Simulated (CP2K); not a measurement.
Runs of CP2K 2026.2 on SnSe2. The structure is trigonal, space group P-3m1 (No. 164). Conventional cell: a = 3.811 Å, b = 3.811 Å, c = 6.136 Å, α = 90.00°, β = 90.00°, γ = 120.00°. Around Sn (site symmetry -3m) lie 6 Se at 2.68 Å. Se (site symmetry 3m) has 3 Sn at 2.68 Å as nearest neighbours. 

```csv
task,level,potentials or basis,cell,k mesh,smearing,EPS_DEFAULT,k points reduced by the point group,NGRIDS,REL_CUTOFF (Ry),MIXING BETA (1/bohr),gap on the mesh (eV),pressure (GPa),largest force (eV/Å)
single point,PBE,"POTENTIAL_UZH Sn GTH-PBE-q4, Se GTH-PBE-q6; TZVP-MOLOPT-PBE-GTH basis",as given,8 × 8 × 5,fermi-dirac 0.05 eV,1.0E-10,yes,4,60 Ry,1.5 1/bohr,0.76,6.9,0.99
band structure,PBE,"POTENTIAL_UZH Sn GTH-PBE-q4, Se GTH-PBE-q6; TZVP-MOLOPT-PBE-GTH basis",as given,8 × 8 × 5,fermi-dirac 0.0259 eV,1.0E-10,yes,5,60 Ry,1.5 1/bohr,0.76,6.9,0.99
band structure,TB-mBJ,"POTENTIAL_UZH Sn GTH-PBE-q4, Se GTH-PBE-q6; TZVP-MOLOPT-PBE-GTH basis",as given,8 × 8 × 5,fermi-dirac 0.1 eV,1.0E-10,yes,4,60 Ry,1.5 1/bohr,(a),-,-
band structure,r2SCAN,"POTENTIAL_UZH Sn GTH-SCAN-q4, Se GTH-SCAN-q6; TZVP-MOLOPT-SCAN-GTH basis",as given,8 × 8 × 5,fermi-dirac 0.0259 eV,1.0E-9,yes,5,60 Ry,1.5 1/bohr,0.97,-0.3,-
```

Alike in all rows: no spin polarisation.

Fill in the values left out.

(a) 1.09.

Caveats: spin-orbit coupling is left out, which moves the levels of the heavy elements; the basis of atomic orbitals isn't converged, which shifts pressures, moduli and gaps; this functional lacks dispersion, which binds the layers, so the pressure and a relaxed spacing across them are unreliable (some runs); an odd mesh through Γ misses points on the zone boundary, where band edges often lie (some runs); this is a model potential without an energy functional, so only levels have meaning (some runs); the potentials were made for another functional, which shifts forces and pressure (some runs).

A k mesh can miss the band edges, and the runs leave out spin-orbit coupling on Se, Sn.

Not every run made on this cell is shown here.
